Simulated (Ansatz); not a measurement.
A crystal relaxed with r2SCAN in the PAW code Ansatz has space group Fm-3m (No. 225) and a = 4.896 Å.

| atom | site | x | y | z |
| --- | --- | --- | --- | --- |
| Y | 4a | 0.0000 | 0.0000 | 0.0000 |
| Xx | 4b | 0.5000 | 0.0000 | 0.0000 |

The r2SCAN gap is indirect, 0.58 eV (Γ to X), below the direct gap of 0.98 eV at X. With HSE06 the valence top lies at Γ and the conduction bottom at X, 1.09 eV higher; the smallest vertical gap, at X, is 1.56 eV. Meshes: r2SCAN 10×10×10, HSE06 6×6×6. r2SCAN's ε∞ is 9.6 in all directions.

Task: Which element is Xx?
A. Sb
B. As
C. P
D. N

Result: D. Xx is N: YN in the rocksalt structure. Y has 6 N at 2.45 Å; N has 6 Y at 2.45 Å.

The values are computed, spin-unpolarised, and not measurements.

The meshes of the hybrids are coarse, so their gaps aren't converged to the digits shown.
